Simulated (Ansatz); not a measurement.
A run of Ansatz 0.2.0 is set up as follows.

The input input.yaml:

```yaml
crystal:
  lattice:
    - [2.34464976, -1.71339982, 0.0]
    - [2.34464976, 1.71339982, 0.0]
    - [-0.86054991, 0.0, 5.05943948]
  atoms:
    - { symbol: Cu, position: [0.0032, 0.4968, 0.0] }
    - { symbol: Cu, position: [0.4968, 0.0032, 0.5] }
    - { symbol: O, position: [0.5714, 0.4056, 0.2537] }
    - { symbol: O, position: [0.4056, 0.5714, 0.7537] }
hamiltonian:
  xc: pbesol
  pseudopotentials: { kind: paw }
  dispersion: d3bj
kpoints:
  mp_grid: { grid: [10, 10, 5] }
scf:
  occupations: { method: fermi_dirac, width: 0.05 }
output:
  forces: true
  stress: true
  eigenvalues: true
relax:
  f_tol: 0.01
  max_steps: 40
  cell: { stress_tol: 0.05 }
```

Potentials or basis: Ansatz PAW.

Launch:

```bash
$ ansatz run input.yaml --threads 2 --pin off --max-ram 5632MiB --backend cpu --events-out ev --progress --plain --runs-dir out
```

**Question.** Predict the band gap on the k mesh.

**Answer.** None (metal or under the smearing width).

**Question.** What does it give for the space group after relaxing (to 0.05 Å)?

**Answer.** P4_2/mmc (No. 131).

**Question.** What does it give for the relaxed cell?

**Answer.** a = 2.864 Å, b = 2.864 Å, c = 5.086 Å, α = 89.99°, β = 89.99°, γ = 89.61°.

**Question.** Predict the relaxed volume.

**Answer.** 10.43 Å³/atom.

The path:
```
step  energy change (eV)  largest force (eV/Å)  volume (Å³)
   1              0.0000                0.7571        40.65
   2             -0.0521                0.6021        40.05
   3             -0.1081                0.1210        39.44
   4             -0.1182                0.0068        40.10
   5             -0.1212                0.0381        40.84
   6             -0.1233                0.0021        40.77
   7             -0.1232                0.0004        40.80
   8             -0.1367                0.0011        40.80
   9             -0.1437                0.0053        41.21
  10             -0.1431                0.0290        41.56
  11             -0.1441                0.0011        41.43
  12             -0.1527                0.0020        41.43
  13             -0.1550                0.0009        41.59
  14             -0.1554                0.0007        41.62
  15             -0.1553                0.0004        41.65
  16             -0.1582                0.0010        41.65
  17             -0.1589                0.0009        41.69
  18             -0.1589                0.0004        41.70
  19             -0.1596                0.0006        41.70
  20             -0.1598                0.0027        41.71
  21             -0.1599                0.0029        41.71
  22             -0.1599                0.0026        41.72
  23             -0.1599                0.0027        41.72
```

Caveat: the plane-wave basis is chosen anew once the cell has moved, so the energies of steps on either side of that aren't comparable; the pressure holds a Pulay correction of +0.7 GPa for the finite cutoff; the run has no spin polarisation, though such a crystal can be magnetic; semilocal functionals often make such compounds metallic where correlation or magnetic order opens a gap, which also shifts bond lengths; pairwise dispersion overbinds metals, which lowers pressure and volume; the PAW data sets come from PBE, with cores solved anew for the run's functional, which leaves a small shift of forces and pressure. Zero-point motion and thermal expansion aren't in these numbers.
